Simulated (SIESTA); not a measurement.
The system is Er.

```
Er
1.0
     0.00000    2.47984    2.47984
     2.47984    0.00000    2.47984
     2.47984    2.47984    0.00000
Er
1
Direct
  0.00000 0.00000 0.00000
```

This isn't the form of Er at room conditions, which is hcp.

```yaml
Program: SIESTA 5.4.2
Task: single point
Functional: PBE
Potentials_or_basis: PseudoDojo 3+ lanthanides (4f in the core) (PBE files)
Basis: DZP (energy shift 0.002 Ry)
Grid_cutoff: 800 Ry
Energy_shift: 0.002 Ry
k_mesh: 9 × 9 × 9
Occupations: fermi-dirac, width 0.05 eV
Spin: collinear spin, ferromagnetic start
Starting_moments: "[3.0] μB"
```

On this cell: pressure -0.6 GPa; net moment 0.00 μB per cell; band gap on the k mesh none (metal or under the smearing width).

The same run follows on a disturbed copy (cell strained at random at fixed volume):

```
Er
1.0
     0.02302    2.45581    2.42300
     2.51386   -0.02862    2.47463
     2.49979    2.49338   -0.01454
Er
1
Direct
  0.98944 0.99820 0.01185
```

Question: What changes?

Answer: The energy (extrapolated to zero smearing) moves by +3.3 meV/atom; pressure -0.6 GPa; net moment 0.00 μB per cell; band gap on the k mesh none (metal or under the smearing width).

Stress tensor (GPa, compression positive):
```
-0.81 -0.09 -0.49
-0.09 -0.70  0.89
-0.49  0.89 -0.28
```

Caveats: the magnetic or orbital state may not be the lowest; semicore shells carry a single zeta, which can move pressures by several GPa and volumes by a few percent; spin-orbit coupling is left out, which moves the levels of the heavy elements; the 4f electrons are frozen in the core as for a trivalent ion, so they carry no moment and show no levels; the basis of atomic orbitals isn't converged, which shifts pressures, moduli and gaps.
